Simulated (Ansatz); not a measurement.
# KTaO3 (Pm-3m) in Ansatz: notebook

Runs on KTaO3. Level: PBE. Tasks: single point.

Everything below comes from runs of Ansatz 0.2.0. Logs are shortened: lines on timing, memory, paths and dates and some standing lists are left out, and cuts for length are marked.

## 1. The structure

Symmetry: Pm-3m, No. 221, cubic system. Conventional cell: a = 3.988 Å, b = 3.988 Å, c = 3.988 Å, α = 90.00°, β = 90.00°, γ = 90.00°. Around Ta (site symmetry m-3m) lie 6 O at 1.99 Å. Around K (site symmetry m-3m) lie 12 O at 2.82 Å. Around O (site symmetry 4/mmm) lie 2 Ta at 1.99 Å.

## 2. Single point, PBE, 11.93 Å³/atom (volume scaled by 0.94)

Contents of input.yaml:

```yaml
crystal:
  lattice:
    - [3.9068832774, 0.0, 0.0]
    - [0.0, 3.9068832774, 0.0]
    - [0.0, 0.0, 3.9068832774]
  atoms:
    - { symbol: Ta, position: [0.0, 0.0, 0.0] }
    - { symbol: K, position: [0.5, 0.5, 0.5] }
    - { symbol: O, position: [0.0, 0.0, 0.5] }
    - { symbol: O, position: [0.0, 0.5, 0.0] }
    - { symbol: O, position: [0.5, 0.0, 0.0] }
kpoints:
  mp_grid: { grid: [7, 7, 7] }
scf:
  occupations: { method: fermi_dirac, width: 0.05 }
hamiltonian:
  xc: pbe
  pseudopotentials: { kind: all_electron, lapw: { basis_error: 0.001 } }
output:
  forces: true
  stress: true
  eigenvalues: true
```

Potentials or basis: all-electron LAPW, scalar-relativistic.

On the command line:

```console
ansatz run input.yaml --threads 4 --pin off --max-ram 12288MiB --backend cpu --events-out ev --progress --plain --runs-dir out
```

The program printed:

```text
Warning: RAYON_NUM_THREADS=4 ignored (pool sized by the plan → 4); use --threads N
LAPW: plane waves up to 11.333 Å⁻¹, error target 1.0e-3 eV per atom; small_component_spin mean_spin; O in spheres of 0.829 Å, 8 of its electrons in bands, Dirac shells []; K in spheres of 1.125 Å, 17 of its electrons in bands, Dirac shells []; Ta in spheres of 1.125 Å, 45 of its electrons in bands, Dirac shells [] (how accurate: hamiltonian.pseudopotentials.lapw.basis_error, Limitations)
Engine: ansatz 0.2.0, x86_64-unknown-linux-gnu
Pseudopotentials: kind: all_electron
Pseudopotential: Ta, LAPW, valence charge 45, lapw/all_electron/scalar/gaussian/Ta, Koelling and Harmon's equation, gaussian nucleus
Pseudopotential: K, LAPW, valence charge 17, lapw/all_electron/scalar/gaussian/K, Koelling and Harmon's equation, gaussian nucleus
Pseudopotential: O, LAPW, valence charge 8, lapw/all_electron/scalar/gaussian/O, Koelling and Harmon's equation, gaussian nucleus
Functional definition: PBE
  parameter kappa = 0.804
  parameter beta = 0.06672455060314922
  exchange = pbe_x(kappa = kappa, mu = beta*pi^2/3)
  correlation = pbe_c(beta = beta)
Crystal: 5 atoms, lattice volume = 59.634 Å³
Basis set: ecut = 489.3801473773574 eV, 1419 PW (Γ), exchange–correlation at level 2
Bands: 52, of which v1, the nominal top of the filled ones, is band 43 counted from 1 (42 counted from 0)
Symmetry: 48 space group operations
Space group: Pm-3m (ITA 221), of the structure as read, at distance tolerance 3.9e-5 Å
k-points: 20 of 343
Non-local potential: Ta, projectors of the file, none
Non-local potential: K, projectors of the file, none
Non-local potential: O, projectors of the file, none
Initial density: superposition of atomic densities (chi_scale 0.1, normalization cell, long waves kept (reshape's long-wave potential 0.00 eV rms))
Initial wavefunctions: plane waves of lowest kinetic energy (no species holds an atomic orbital)
Functional: x = pbe(κ = 0.804, μ = 0.2195149727645171), c = pbe(β = 0.06672455060314922)
iter 1 solved again at ethr=1.68e-2 eV; its pass at ethr=1.00e-1 eV (dr2=1.44e1 eV) is discarded
SCF iter   1: F=—  HF=-447110.603564 eV  |F-HF|=—  |Δ(HF+E_count)|=         —  Δρ=1.50e-1  dr2=1.44e1  ethr=1.68e-2  ⟨swp⟩=2.0  Hψ=6668  notcnv=0
preconditioner: auto → Resta (q_TF=auto, 2.900 Å⁻¹)  ε∞=3.3  [insulator: Δε(μ)=6.273 eV  Ē_g=22.643 eV  σ=0.050 eV  W_gap=1.00  n_scr=26 (ndim 8)  ℏωp=34.7 eV  f_vac=0.033  D(μ)=0.00/eV (n_scr^D=0)  ε∞_Penn≈3.3]
iter 2 solved again at ethr=2.62e-4 eV; its pass at ethr=1.68e-2 eV (dr2=2.25e-1 eV) is discarded
SCF iter   2: F=—  HF=-447104.848202 eV  |F-HF|=—  |Δ(HF+E_count)|=    5.76e0  Δρ=3.02e-2  dr2=2.25e-1  ethr=2.62e-4  ⟨swp⟩=2.2  Hψ=5258  notcnv=0
SCF iter   3: F=—  HF=-447104.481924 eV  |F-HF|=—  |Δ(HF+E_count)|=   3.66e-1  Δρ=2.88e-2  dr2=5.65e-1  ethr=2.62e-4  ⟨swp⟩=3.0  Hψ=3350  notcnv=0
SCF iter   4: F=—  HF=-447104.525055 eV  |F-HF|=—  |Δ(HF+E_count)|=         —  Δρ=5.97e-3  dr2=3.52e-2  ethr=2.62e-4  ⟨swp⟩=3.0  Hψ=3199  notcnv=0
the basis was enlarged: its passes take 320.5 KiB over the memory plan, 4 of 4 planned eigensolver slots
SCF iter   5: F=—  HF=-447104.421517 eV  |F-HF|=—  |Δ(HF+E_count)|=   1.04e-1  Δρ=5.96e-3  dr2=2.53e-2  ethr=4.10e-5  ⟨swp⟩=2.1  Hψ=3182  notcnv=0
SCF iter   6: F=—  HF=-447104.416026 eV  |F-HF|=—  |Δ(HF+E_count)|=   5.49e-3  Δρ=3.84e-3  dr2=1.14e-2  ethr=2.95e-5  ⟨swp⟩=3.0  Hψ=3223  notcnv=0
SCF iter   7: F=—  HF=-447104.413003 eV  |F-HF|=—  |Δ(HF+E_count)|=   3.02e-3  Δρ=1.56e-3  dr2=1.92e-3  ethr=1.32e-5  ⟨swp⟩=2.0  Hψ=2915  notcnv=0
SCF iter   8: F=—  HF=-447104.412470 eV  |F-HF|=—  |Δ(HF+E_count)|=   5.33e-4  Δρ=2.51e-4  dr2=4.96e-5  ethr=2.23e-6  ⟨swp⟩=2.0  Hψ=2996  notcnv=0
SCF iter   9: F=—  HF=-447104.412460 eV  |F-HF|=—  |Δ(HF+E_count)|=   9.74e-6  Δρ=2.16e-5  dr2=3.28e-7  ethr=5.76e-8  ⟨swp⟩=2.9  Hψ=3026  notcnv=0
SCF iter  10: F=-447104.412460 eV  HF=-447104.412460 eV  |F-HF|=8.15e-10  |Δ(HF+E_count)|=   5.29e-8  Δρ=6.54e-6  dr2=2.07e-8  ethr=3.81e-10  ⟨swp⟩=3.0  Hψ=3162  notcnv=0
SCF 1 converged in 10 iterations: F = -447104.412460 eV  dr2 = 2.07e-8
the search or the solves at the SCF's close seem to have found levels that the self-consistency loop had missed (the run counts 1). By its estimate they hold under 1e-12 electrons; where the run keeps them, the occupations were computed again with them
SCF converged after 10 iterations
Free energy (F): -447104.412460 eV
Harris-Foulkes:  -447104.412460 eV  (|F-HF|=8.15e-10)
Internal energy: -447104.412460 eV  (E = F + TS)
E sigma→0 (E₀):  -447104.412460 eV
Fermi energy:    12.975777 eV
--- Per-component energies (eV) ---
  E_band       = -10787.599953
  E_kinetic    = 496596.825936
  E_xc         = -10237.518878
  E_electrostatic = -933463.719517  (all electrons and nuclei)
  E_smearing   = -0.000000  (= −TS)
  E_closure    = 0.000000  (closes the sum)
  E_atoms      = -447065.671886  (free atoms, spherical and without spin; not in F)
  Σ components = -447104.412460   (vs F -447104.412460, Δ=0.00e0)
  Basis errors (estimates in eV, not in F): energy 4.2e-4 per atom: plane waves 3.8e-4 (2.3e-4 summed), levels above the bands 1.2e-89, relativity 1.3e-7, radial functions 4.2e-5, core shells 3.4e-12; eigenvalues (radial functions only) 2.7e-5; not estimated: angular momenta, meshes, grids; target (lapw.basis_error) 1.0e-3; muffin-tin radii O 0.829 Å, K 1.125 Å, Ta 1.125 Å
--- Forces (eV/Å), atoms counted from 1 ---
  atom   1  Ta    -0.00000000     0.00000000    -0.00000000
  atom   2  K      0.00000000     0.00000000    -0.00000000
  atom   3  O      0.00000000    -0.00000000     0.00000000
  atom   4  O      0.00000000     0.00000000     0.00000000
  atom   5  O      0.00000000    -0.00000000    -0.00000000
  max |Σ_I F_I| component: 1.83e-29 eV/Å
--- Stress (GPa, compression-positive) ---
       20.378726      -0.000000       0.000000
       -0.000000      20.378726       0.000000
        0.000000       0.000000      20.378726
  P = ⅓ Tr σ = 20.3787 GPa (203.787 kbar)
--- Band table (eV; the first three rows and the last of 20) ---
  k-point 0: bands = ["-522.0016", "-492.0213", "-492.0213", "-492.0213", "-382.5289", "-382.5289", "-382.5289", "-333.1581", "-259.8537", "-259.8537", "-259.8537", "-204.1049", "-204.1049", "-204.1049", "-204.0840", "-204.0840", "-55.2942", "-21.9305", "-21.9305", "-21.9305", "-15.4793", "-7.0278", "-7.0278", "-7.0278", "-7.0182", "-7.0108", "-7.0108", "-7.0108", "-5.9630", "-5.2594", "-5.2594", "0.9565", "0.9565", "0.9565", "9.4269", "9.4269", "9.4269", "10.6393", "10.6393", "10.6393", "11.2266", "11.2266", "11.2266", "14.1472", "14.1472", "14.1472", "18.9233", "19.3559", "19.3559", "19.8577", "19.8577", "23.1603"]
  k-point 1: bands = ["-522.0016", "-492.0213", "-492.0213", "-492.0213", "-382.5289", "-382.5289", "-382.5289", "-333.1581", "-259.8537", "-259.8537", "-259.8537", "-204.1049", "-204.1049", "-204.1049", "-204.0840", "-204.0840", "-55.2941", "-21.9545", "-21.9295", "-21.9295", "-15.4718", "-7.0542", "-7.0274", "-7.0274", "-7.0183", "-7.0109", "-7.0102", "-7.0102", "-5.8992", "-5.2541", "-5.0998", "0.9650", "0.9650", "0.9920", "8.9298", "9.3836", "9.3836", "10.3275", "10.3275", "10.5347", "10.6118", "11.1256", "11.1256", "14.1815", "14.8086", "14.8086", "19.2855", "19.3741", "20.0192", "20.1282", "20.3776", "22.9877"]
  k-point 2: bands = ["-522.0016", "-492.0213", "-492.0213", "-492.0213", "-382.5289", "-382.5289", "-382.5289", "-333.1581", "-259.8537", "-259.8537", "-259.8537", "-204.1049", "-204.1049", "-204.1049", "-204.0840", "-204.0840", "-55.2937", "-22.0078", "-21.9274", "-21.9274", "-15.4549", "-7.0938", "-7.0267", "-7.0267", "-7.0184", "-7.0111", "-7.0087", "-7.0087", "-5.8699", "-5.2423", "-4.5954", "0.9841", "0.9841", "1.0726", "7.5220", "9.2625", "9.2625", "9.7846", "9.7846", "9.9134", "10.3133", "11.0367", "11.0367", "14.2611", "16.0998", "16.0998", "19.3947", "20.0957", "20.7723", "20.7785", "21.9569", "22.6190"]
  k-point 19: bands = ["-522.0016", "-492.0213", "-492.0213", "-492.0213", "-382.5289", "-382.5289", "-382.5289", "-333.1581", "-259.8537", "-259.8537", "-259.8537", "-204.1049", "-204.1049", "-204.1049", "-204.0840", "-204.0840", "-55.2919", "-22.0381", "-22.0379", "-22.0379", "-15.4042", "-7.1132", "-7.1119", "-7.1119", "-7.0188", "-7.0050", "-7.0050", "-7.0050", "-4.1216", "-4.0565", "-4.0565", "0.6583", "0.6583", "0.7140", "6.3344", "6.3344", "6.3874", "7.6706", "7.7694", "7.7694", "11.6620", "11.6620", "11.7186", "18.5799", "18.6568", "18.6568", "21.1203", "21.1203", "21.1984", "23.2444", "23.8773", "23.8773"]
```

It took 13 s on 4 threads of Intel Xeon at 2.70GHz, shared host; peak memory 0.65 GiB.

What came out:

```yaml
Free_energy: -447104.4125 eV
Pressure: 20.4 GPa
Band_gap_on_the_k_mesh: 2.43 eV, indirect (least direct gap 2.92 eV)
```

Caveat: spin-orbit coupling is left out, which moves the levels of the heavy elements; an odd mesh through Γ misses points on the zone boundary, where band edges often lie.

## 3. Single point, PBE, 12.18 Å³/atom (volume scaled by 0.96)

input.yaml, as its differences from that of step 2:

```diff
@@ -2,5 +2,5 @@
   lattice:
-    - [3.9068832774, 0.0, 0.0]
-    - [0.0, 3.9068832774, 0.0]
-    - [0.0, 0.0, 3.9068832774]
+    - [3.9343974464, 0.0, 0.0]
+    - [0.0, 3.9343974464, 0.0]
+    - [0.0, 0.0, 3.9343974464]
   atoms:
```

Potentials or basis: all-electron LAPW, scalar-relativistic.

On the command line:

```console
ansatz run input.yaml --threads 4 --pin off --max-ram 12288MiB --backend cpu --events-out ev --progress --plain --runs-dir out
```

Run time: 12 s. Hardware: 4 threads of Intel Xeon at 2.70GHz, shared host; peak memory 0.63 GiB.

Results (log left out):

```yaml
Free_energy: -447104.5517 eV
Pressure: 14.9 GPa
Band_gap_on_the_k_mesh: 2.38 eV, indirect (least direct gap 2.90 eV)
```

Caveat: spin-orbit coupling is left out, which moves the levels of the heavy elements; an odd mesh through Γ misses points on the zone boundary, where band edges often lie.

## 4. Single point, PBE, 12.43 Å³/atom (volume scaled by 0.98)

input.yaml, as its differences from that of step 3:

```diff
@@ -2,5 +2,5 @@
   lattice:
-    - [3.9343974464, 0.0, 0.0]
-    - [0.0, 3.9343974464, 0.0]
-    - [0.0, 0.0, 3.9343974464]
+    - [3.9615320794, 0.0, 0.0]
+    - [0.0, 3.9615320794, 0.0]
+    - [0.0, 0.0, 3.9615320794]
   atoms:
```

On the command line:

```console
ansatz run input.yaml --threads 4 --pin off --max-ram 12288MiB --backend cpu --events-out ev --progress --plain --runs-dir out
```

Run time: 12 s. Hardware: 4 threads of Intel Xeon at 2.70GHz, shared host; peak memory 0.64 GiB.

It converged, with:

```
Free energy            : -447104.6495 eV
Pressure               : 9.9 GPa
Band gap on the k mesh : 2.34 eV, indirect (least direct gap 2.87 eV)
```

Caveat: spin-orbit coupling is left out, which moves the levels of the heavy elements; an odd mesh through Γ misses points on the zone boundary, where band edges often lie.

## 5. Single point, PBE, 12.69 Å³/atom

input.yaml, as its differences from that of step 4:

```diff
@@ -2,5 +2,5 @@
   lattice:
-    - [3.9615320794, 0.0, 0.0]
-    - [0.0, 3.9615320794, 0.0]
-    - [0.0, 0.0, 3.9615320794]
+    - [3.9883, 0.0, 0.0]
+    - [0.0, 3.9883, 0.0]
+    - [0.0, 0.0, 3.9883]
   atoms:
```

On the command line:

```console
ansatz run input.yaml --threads 4 --pin off --max-ram 12288MiB --backend cpu --events-out ev --progress --plain --runs-dir out
```

Wall time 12 s (4 threads of Intel Xeon at 2.70GHz, shared host); peak memory 0.63 GiB.

The run converged. Its results:

```
Free energy            : -447104.7102 eV
Pressure               : 5.5 GPa
Band gap on the k mesh : 2.29 eV, indirect (least direct gap 2.83 eV)
```

Caveat: spin-orbit coupling is left out, which moves the levels of the heavy elements; an odd mesh through Γ misses points on the zone boundary, where band edges often lie.

## 6. Single point, PBE, 12.94 Å³/atom (volume scaled by 1.02)

input.yaml, as its differences from that of step 5:

```diff
@@ -2,5 +2,5 @@
   lattice:
-    - [3.9883, 0.0, 0.0]
-    - [0.0, 3.9883, 0.0]
-    - [0.0, 0.0, 3.9883]
+    - [4.0147133525, 0.0, 0.0]
+    - [0.0, 4.0147133525, 0.0]
+    - [0.0, 0.0, 4.0147133525]
   atoms:
```

Potentials or basis: all-electron LAPW, scalar-relativistic.

On the command line:

```console
ansatz run input.yaml --threads 4 --pin off --max-ram 12288MiB --backend cpu --events-out ev --progress --plain --runs-dir out
```

It took 13 s on 4 threads of Intel Xeon at 2.70GHz, shared host; peak memory 0.63 GiB.

It converged, with:

| Property | Result |
| --- | --- |
| Free energy | -447104.7375 eV |
| Pressure | 1.5 GPa |
| Band gap on the k mesh | 2.24 eV, indirect (least direct gap 2.80 eV) |

Caveat: spin-orbit coupling is left out, which moves the levels of the heavy elements; an odd mesh through Γ misses points on the zone boundary, where band edges often lie.

## 7. Single point, PBE, 13.20 Å³/atom (volume scaled by 1.04)

input.yaml, as its differences from that of step 6:

```diff
@@ -2,5 +2,5 @@
   lattice:
-    - [4.0147133525, 0.0, 0.0]
-    - [0.0, 4.0147133525, 0.0]
-    - [0.0, 0.0, 4.0147133525]
+    - [4.0407836503, 0.0, 0.0]
+    - [0.0, 4.0407836503, 0.0]
+    - [0.0, 0.0, 4.0407836503]
   atoms:
```

On the command line:

```console
ansatz run input.yaml --threads 4 --pin off --max-ram 12288MiB --backend cpu --events-out ev --progress --plain --runs-dir out
```

Wall time 13 s (4 threads of Intel Xeon at 2.70GHz, shared host); peak memory 0.63 GiB.

It converged, with:

- Free energy: -447104.7347 eV
- Pressure: -2.1 GPa
- Band gap on the k mesh: 2.20 eV, indirect (least direct gap 2.76 eV)

Caveat: spin-orbit coupling is left out, which moves the levels of the heavy elements; an odd mesh through Γ misses points on the zone boundary, where band edges often lie.

## 8. Single point, PBE, 13.45 Å³/atom (volume scaled by 1.06)

input.yaml, as its differences from that of step 7:

```diff
@@ -2,5 +2,5 @@
   lattice:
-    - [4.0407836503, 0.0, 0.0]
-    - [0.0, 4.0407836503, 0.0]
-    - [0.0, 0.0, 4.0407836503]
+    - [4.0665218197, 0.0, 0.0]
+    - [0.0, 4.0665218197, 0.0]
+    - [0.0, 0.0, 4.0665218197]
   atoms:
```

On the command line:

```console
ansatz run input.yaml --threads 4 --pin off --max-ram 12288MiB --backend cpu --events-out ev --progress --plain --runs-dir out
```

Wall time 14 s (4 threads of Intel Xeon at 2.70GHz, shared host); peak memory 0.63 GiB.

It converged, with:

* Free energy: -447104.7049 eV
* Pressure: -5.3 GPa
* Band gap on the k mesh: 2.15 eV, indirect (least direct gap 2.72 eV)

Caveat: spin-orbit coupling is left out, which moves the levels of the heavy elements; an odd mesh through Γ misses points on the zone boundary, where band edges often lie.

## 9. The reference run

An earlier run on the cell as given: functional PBE; potentials or basis all-electron LAPW, scalar-relativistic; cutoff 467 eV (chosen from the basis error); basis error allowed 0.001 eV/atom; k mesh 7 × 7 × 7; occupations fermi-dirac, width 0.05 eV; no spin polarisation.

* Pressure: 5.5 GPa
* Band gap on the k mesh: 2.29 eV, indirect (least direct gap 2.83 eV)
* Loewdin charges: Ta +1.61; K +0.81; O -0.74 e
